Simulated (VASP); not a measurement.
# S in VASP: further runs

One molecule, S, is run at these levels: r2SCAN+rVV10, optB86b-vdW, rev-vdW-DF2; tasks: single point.

Everything below comes from runs of VASP 6.6.1. Logs are shortened: lines on timing, memory, paths and dates and some standing lists are left out, and cuts for length are marked.

## 1. The structure

The cell holds a molecule in a box, 1 atom: a = 10.500 Å, b = 11.000 Å, c = 11.500 Å, α = 90.00°, β = 90.00°, γ = 90.00°.

## 2. Single point, r2SCAN+rVV10, collinear spin, ferromagnetic start

Contents of INCAR:

```
SYSTEM = S
PREC     = Accurate       ! precision mode
ENCUT    = 400            ! plane-wave cutoff, eV
EDIFF    = 1E-6           ! SCF threshold, eV
ISMEAR   = 0              ! smearing method
SIGMA    = 0.01           ! smearing width, eV
LREAL    = .False.        ! projectors in reciprocal space
LASPH    = .True.         ! aspherical terms in the spheres
NELM     = 60             ! most SCF steps
ALGO     = Normal         ! electronic algorithm
ISIF     = 2              ! what is computed and relaxed
LWAVE    = .False.        ! write WAVECAR
LCHARG   = .False.        ! write CHGCAR
ISPIN    = 2              ! spin polarisation
MAGMOM   = 2.1            ! initial moments
LORBIT   = 11             ! projections on sites
NUPDOWN  = 2              ! fixed moment
METAGGA  = R2SCAN         ! meta-GGA
LMIXTAU  = .True.       
LUSE_VDW = .True.       
IVDW_NL  = 2            
BPARAM   = 11.95        
CPARAM   = 0.0093       
NBANDS   = 13             ! bands
ISYM     = 0
```

Contents of KPOINTS:

```
regular mesh
0
Gamma
  1 1 1
  0 0 0
```

Contents of POSCAR:

```
S                                       
1.0
   10.5000000000      0.0000000000      0.0000000000
    0.0000000000     11.0000000000      0.0000000000
    0.0000000000      0.0000000000     11.5000000000
  S             
     1
Selective dynamics
Direct
     0.5000000000000000    0.5045454544999970    0.5000000000000000   F   F   F
```

Potentials or basis: VASP PAW PBE potentials, release 64 (S).

Launch:

```
$ cat potpaw_PBE.64/S/POTCAR > POTCAR
$ mpirun -np 1 vasp_gam > vasp.out
```

OUTCAR:

```text
SYSTEM = S
   PREC = Accurate
   ENCUT = 400
   EDIFF = 1E-6
   ISMEAR = 0
   LREAL = .False.
   LASPH = .True.
   NELM = 60
   ISIF = 2
   ISPIN = 2
   LORBIT = 11
   NUPDOWN = 2
   METAGGA = R2SCAN
   IVDW_NL = 2
   BPARAM = 11.95
   ISYM = 0

 ion  position               nearest neighbor table
   1  0.500  0.505  0.500-

IMPORTANT INFORMATION: All symmetrisations will be switched off!
NOSYMM: (Re-)initialisation of all symmetry stuff for point group C_1.

----------------------------------------------------------------------------------------

                                     Primitive cell

  volume of cell :    1328.2500

  direct lattice vectors                    reciprocal lattice vectors
    10.500000000  0.000000000  0.000000000     0.095238095  0.000000000  0.000000000
     0.000000000 11.000000000  0.000000000     0.000000000  0.090909091  0.000000000
     0.000000000  0.000000000 11.500000000     0.000000000  0.000000000  0.086956522

  length of vectors
    10.500000000 11.000000000 11.500000000     0.095238095  0.090909091  0.086956522

  position of ions in fractional coordinates (direct lattice)
     0.500000000  0.504545454  0.500000000

  ion indices of the primitive-cell ions
   primitive index   ion index
                 1           1

----------------------------------------------------------------------------------------

 KPOINTS: regular mesh

Automatic generation of k-mesh.
 Grid dimensions read from file:
 generate k-points for:    1    1    1

 Generating k-lattice:

  Cartesian coordinates                     Fractional coordinates (reciprocal lattice)
     0.095238095  0.000000000  0.000000000     1.000000000  0.000000000  0.000000000
     0.000000000  0.090909091  0.000000000     0.000000000  1.000000000  0.000000000
     0.000000000  0.000000000  0.086956522     0.000000000  0.000000000  1.000000000

  Length of vectors
     0.095238095  0.090909091  0.086956522

  Shift w.r.t. Gamma in fractional coordinates (k-lattice)
     0.000000000  0.000000000  0.000000000

 Subroutine IBZKPT returns following result:
 ===========================================

 Found      1 irreducible k-points:

 Following reciprocal coordinates:
            Coordinates               Weight
  0.000000  0.000000  0.000000      1.000000
   k-points           NKPTS =      1   k-points in BZ     NKDIM =      1   number of bands    NBANDS=     13
   number of dos      NEDOS =    301   number of ions     NIONS =      1
   total plane-waves  NPLWV = 403200
   dimension x,y,z NGX =    70 NGY =   72 NGZ =   80
   dimension x,y,z NGXF=   140 NGYF=  144 NGZF=  160
   ions per type =               1
   NGX,Y,Z   is equivalent  to a cutoff of  11.08, 10.88, 11.56 a.u.
   NGXF,Y,Z  is equivalent  to a cutoff of  22.17, 21.76, 23.13 a.u.
 SYSTEM =  S
   PREC   = accura    normal or accurate (medium, high low for compatibility)
   ISTART =      0    job   : 0-new  1-cont  2-samecut
   ICHARG =      2    charge: 1-file 2-atom 10-const
   ISPIN  =      2    spin polarized calculation?
   LNONCOLLINEAR =      F non collinear calculations
   LSORBIT =      F    spin-orbit coupling
   LASPH  =      T    aspherical Exc in radial PAW
   ENCUT  =  400.0 eV  29.40 Ry    5.42 a.u.  17.12 17.94 18.75*2*pi/ulx,y,z
   NELM   =     60;   NELMIN=  2; NELMDL= -5     # of ELM steps
   EDIFF  = 0.1E-05   stopping-criterion for ELM
   LREAL  =      F    real-space projection
   EDIFFG = 0.1E-04   stopping-criterion for IOM
   NSW    =      0    number of steps for IOM
   IBRION =     -1    ionic relax: 0-MD 1-quasi-New 2-CG
   NFREE  =      0    steps in history (QN), initial steepest desc. (CG)
   ISIF   =      2    stress and relaxation
   ISYM   =      0    0-nonsym 1-usesym 2-fastsym
   POTIM  = 0.5000    time-step for ionic-motion
   TEBEG  =    0.0;   TEEND  =   0.0 temperature during run
   PSTRESS=    0.0 pullay stress
   NELECT =       6.0000    total number of electrons
   NUPDOWN=       2.0000    fix difference up-down
   EMIN   =  10.00;   EMAX   =-10.00  energy-range for DOS
   EFERMI =   0.00;   METHOD = LEGACY
   ISMEAR =     0;   SIGMA  =   0.01  broadening in eV -4-tet -1-fermi 0-gaus
   EFERMI_NEDOS =   21; number of points for ismear=-14 and -15
   IALGO  =     38    algorithm
   IMIX   =      4    mixing-type and parameters
     AMIX     =   0.40;   BMIX     =  1.00
     AMIX_MAG =   1.60;   BMIX_MAG =  1.00
  volume/ion in A,a.u.               =    1328.25      8963.47
  Fermi-wavevector in a.u.,A,eV,Ry     =   0.270623  0.511404  0.996450  0.073237
  Thomas-Fermi vector in A             =   1.109268
   LORBIT       =     11    0 simple, 1 ext, 2 COOP (PROOUT), +10 PAW based schemes
   METAGGA = R2SCAN    functional components
   LHFCALC =     F    Hartree Fock is set to
   AEXX    =    0.0000 exact exchange contribution
   IVDW_NL    =     2    kernel type
   BPARAM     =11.9500
   IVDW    =     0    specifies the selected vdW correction
   LEPSILON=     F    determine dielectric tensor
   LRPA    =     F    only Hartree local field effects (RPA)
 spin polarized calculation
 Gauss-broadening in eV      SIGMA  =   0.01
  energy-cutoff  :      400.00
  volume of cell :     1328.25
 maximum number of plane-waves:     12033
 NGX is ok and might be reduce to    70
   NGX = 35   NGY = 35   NGZ = 37

 number of electron       6.0000000 magnetization       1.9999955

 Free energy of the ion-electron system (eV)
  ---------------------------------------------------
  ext. energy  EPLUGINS =         0.00000000
  ---------------------------------------------------
  free energy    TOTEN  =        -4.36228794 eV

  energy without entropy =       -4.35457487  energy(sigma->0) =       -4.35843141

 E-fermi :  -5.6987     XC(G=0):  -0.3700

 val. band max:       -7.9597821937   @ k =   0.0000   0.0000   0.0000
 cond. band min:      -5.6956325010   @ k =   0.0000   0.0000   0.0000
 fundamental gap:      2.2641496927
 Fermi energy:        -7.8892106539

 spin component 1

 k-point     1 :       0.0000    0.0000    0.0000
  band No.  band energies     occupation
      1     -18.8090      1.00000
      2      -7.9609      1.00000
      3      -7.9598      1.00000
      4      -7.9598      1.00000
      5      -0.0244      0.00000
      6       1.1347      0.00000
      7       1.1774      0.00000
      8       1.2655      0.00000
      9       1.2806      0.00000
     10       1.3703      0.00000
     11       1.4067      0.00000
     12       2.2101      0.00000
     13       2.3081      0.00000
 Fermi energy:        -5.6986519757

 spin component 2

 k-point     1 :       0.0000    0.0000    0.0000
  band No.  band energies     occupation
      1     -16.3278      1.00000
      2      -5.6956      0.33468
      3      -5.6956      0.33385
      4      -5.6956      0.33147
      5       0.0014      0.00000
      6       1.1735      0.00000
      7       1.1858      0.00000
      8       1.2790      0.00000
      9       1.2931      0.00000
     10       1.3879      0.00000
     11       1.4216      0.00000
     12       2.2596      0.00000
     13       2.3704      0.00000

------------------------ aborting loop because EDIFF is reached ----------------------------------------

  FORCE on cell =-STRESS in cart. coord.  units (eV):
  Direction    XX          YY          ZZ          XY          YZ          ZX
  --------------------------------------------------------------------------------------
  -------------------------------------------------------------------------------------
  Total        0.0362256      0.0370243      0.0328608      0.0023978     -0.0028464     -0.0038703
  in kB        0.0436965      0.0446599      0.0396377      0.0028923     -0.0034334     -0.0046685
  external PRESSURE =       0.0426647 kB  Pullay stress =       0.0000000 kB

 VOLUME and BASIS-vectors are now :
 -----------------------------------------------------------------------------
  energy-cutoff  :      400.00
  volume of cell :     1328.25
      direct lattice vectors                 reciprocal lattice vectors
    10.500000000  0.000000000  0.000000000     0.095238095  0.000000000  0.000000000
     0.000000000 11.000000000  0.000000000     0.000000000  0.090909091  0.000000000
     0.000000000  0.000000000 11.500000000     0.000000000  0.000000000  0.086956522

 POSITION                                       TOTAL-FORCE (eV/Angst)
 -----------------------------------------------------------------------------------
      5.25000      5.55000      5.75000        -0.000008      0.000856     -0.000183
 -----------------------------------------------------------------------------------
    total drift:                               -0.000008      0.000856     -0.000183

  FREE ENERGIE OF THE ION-ELECTRON SYSTEM (eV)
  ---------------------------------------------------
  free  energy   TOTEN  =        -4.3622879360 eV

  energy  without entropy=       -4.3545748743  energy(sigma->0) =       -4.35843141

 total charge

# of ion       s       p       d       tot
------------------------------------------
    1        1.392   2.111   0.000   3.504

 magnetization (x)

# of ion       s       p       d       tot
------------------------------------------
    1        0.031   1.112   0.000   1.143
```

Wall time 22 min (1 thread of Intel Xeon 6975P-C (Granite Rapids), shared host); peak memory 2.8 GiB.

What came out:

```
Free energy                                           : -4.3623 eV
Net moment                                            : 2.00 μB per cell
Site moments                                          : S +1.14 μB
Valence electrons inside the program's atomic spheres : S 3.50
```

Caveat: the PAW data sets were made with another functional, which shifts forces and pressure a little; the total moment is fixed, so each spin has its own Fermi level.

## 3. Single point, optB86b-vdW, collinear spin, ferromagnetic start

INCAR, as its differences from that of step 2:

```diff
@@ -17,8 +17,7 @@
 NUPDOWN  = 2              ! fixed moment
-METAGGA  = R2SCAN         ! meta-GGA
-LMIXTAU  = .True.       
+GGA      = MK             ! functional
 LUSE_VDW = .True.       
-IVDW_NL  = 2            
-BPARAM   = 11.95        
-CPARAM   = 0.0093       
+AGGAC    = 0.0          
+PARAM1   = 0.1234       
+PARAM2   = 1.0          
 NBANDS   = 13             ! bands
```

KPOINTS is that of step 2.

POSCAR is that of step 2.

Potentials or basis: VASP PAW PBE potentials, release 64 (S).

Launch:

```
$ cat potpaw_PBE.64/S/POTCAR > POTCAR
$ mpirun -np 1 vasp_gam > vasp.out
```

OUTCAR:

```text
SYSTEM = S
   PREC = Accurate
   ENCUT = 400
   EDIFF = 1E-6
   ISMEAR = 0
   LREAL = .False.
   LASPH = .True.
   NELM = 60
   ISIF = 2
   ISPIN = 2
   LORBIT = 11
   NUPDOWN = 2
   GGA = MK
   ISYM = 0

 ion  position               nearest neighbor table
   1  0.500  0.505  0.500-

IMPORTANT INFORMATION: All symmetrisations will be switched off!
NOSYMM: (Re-)initialisation of all symmetry stuff for point group C_1.

----------------------------------------------------------------------------------------

                                     Primitive cell

  volume of cell :    1328.2500

  direct lattice vectors                    reciprocal lattice vectors
    10.500000000  0.000000000  0.000000000     0.095238095  0.000000000  0.000000000
     0.000000000 11.000000000  0.000000000     0.000000000  0.090909091  0.000000000
     0.000000000  0.000000000 11.500000000     0.000000000  0.000000000  0.086956522

  length of vectors
    10.500000000 11.000000000 11.500000000     0.095238095  0.090909091  0.086956522

[... 135 lines left out ...]
  band No.  band energies     occupation
      1     -16.0070      1.00000
      2      -5.9183      0.33390
      3      -5.9183      0.33315
      4      -5.9183      0.33296
      5      -0.6234      0.00000
      6       0.6140      0.00000
      7       0.7190      0.00000
      8       0.7448      0.00000
      9       0.7668      0.00000
     10       0.8395      0.00000
     11       0.8577      0.00000
     12       1.5962      0.00000
     13       1.6802      0.00000

------------------------ aborting loop because EDIFF is reached ----------------------------------------

  FORCE on cell =-STRESS in cart. coord.  units (eV):
  Direction    XX          YY          ZZ          XY          YZ          ZX
  --------------------------------------------------------------------------------------
  -------------------------------------------------------------------------------------
  Total       -0.0084907     -0.0074750     -0.0081591     -0.0008849     -0.0008036     -0.0011334
  in kB       -0.0102418     -0.0090166     -0.0098418     -0.0010675     -0.0009693     -0.0013671
  external PRESSURE =      -0.0097000 kB  Pullay stress =       0.0000000 kB

 VOLUME and BASIS-vectors are now :
 -----------------------------------------------------------------------------
  energy-cutoff  :      400.00
  volume of cell :     1328.25
      direct lattice vectors                 reciprocal lattice vectors
    10.500000000  0.000000000  0.000000000     0.095238095  0.000000000  0.000000000
     0.000000000 11.000000000  0.000000000     0.000000000  0.090909091  0.000000000
     0.000000000  0.000000000 11.500000000     0.000000000  0.000000000  0.086956522

 POSITION                                       TOTAL-FORCE (eV/Angst)
 -----------------------------------------------------------------------------------
      5.25000      5.55000      5.75000        -0.000004      0.000741      0.000003
 -----------------------------------------------------------------------------------
    total drift:                               -0.000004      0.000741      0.000003

  FREE ENERGIE OF THE ION-ELECTRON SYSTEM (eV)
  ---------------------------------------------------
  free  energy   TOTEN  =         0.8365756627 eV

  energy  without entropy=        0.8442887739  energy(sigma->0) =        0.84043222

Total vdW correction in eV:      1.6366142

 total charge

# of ion       s       p       d       tot
------------------------------------------
    1        1.401   2.090   0.000   3.491

 magnetization (x)

# of ion       s       p       d       tot
------------------------------------------
    1        0.023   1.096   0.000   1.119
```

stdout:

```text
POSCAR found type information on POSCAR S
 POSCAR found :  1 types and       1 ions
 scaLAPACK will be used
 -----------------------------------------------------------------------------
|                                                                             |
|                                                                             |
|     You have switched on vdW-DFT.                                           |
[... 15 lines left out ...]
|                                                                             |
 -----------------------------------------------------------------------------

 LDA part: xc-table for (Slater+PW92), standard interpolation
 POSCAR, INCAR and KPOINTS ok, starting setup
 FFT: planning ... GRIDC
 FFT: planning ... GRID_SOFT
 FFT: planning ... GRID
 WAVECAR not read
 entering main loop
```

Wall time 9.9 min (1 thread of Intel Xeon 6975P-C (Granite Rapids), shared host); peak memory 2.8 GiB.

Results:

- Free energy: 0.8366 eV
- Net moment: 2.00 μB per cell
- Site moments: S +1.12 μB
- Valence electrons inside the program's atomic spheres: S 3.49

Caveat: the PAW data sets were made with another functional, which shifts forces and pressure a little; the total moment is fixed, so each spin has its own Fermi level.

## 4. Single point, rev-vdW-DF2, collinear spin, ferromagnetic start

INCAR, as its differences from that of step 3:

```diff
@@ -21,3 +21,4 @@
 PARAM1   = 0.1234       
-PARAM2   = 1.0          
+PARAM2   = 0.711357     
+ZAB_VDW  = -1.8867      
 NBANDS   = 13             ! bands
```

KPOINTS is that of step 3.

POSCAR is that of step 3.

Launch:

```
$ cat potpaw_PBE.64/S/POTCAR > POTCAR
$ mpirun -np 1 vasp_gam > vasp.out
```

It took 9.3 min on 1 thread of Intel Xeon 6975P-C (Granite Rapids), shared host; peak memory 2.8 GiB.

The run converged. Its results:

```
Free energy                                           : 0.6264 eV
Net moment                                            : 2.00 μB per cell
Site moments                                          : S +1.12 μB
Valence electrons inside the program's atomic spheres : S 3.49
```

Caveat: the PAW data sets were made with another functional, which shifts forces and pressure a little; the total moment is fixed, so each spin has its own Fermi level.

## 5. Summary

| level | moment (μB) |
| --- | --- |
| r2SCAN+rVV10 | 2.00 |
| optB86b-vdW | 2.00 |
| rev-vdW-DF2 | 2.00 |

Alike in all rows: task single point; potentials or basis VASP PAW PBE potentials, release 64 (S); spin collinear, ferromagnetic start; fixed moment (μB) 2; cell as given; k mesh 1 × 1 × 1; cutoff (eV) 400; smearing gaussian 0.01 eV.

Caveats: the PAW data sets were made with another functional, which shifts forces and pressure a little; the total moment is fixed, so each spin has its own Fermi level.

Total energies depend on the potentials used, so only differences within one code and one set of settings carry meaning.
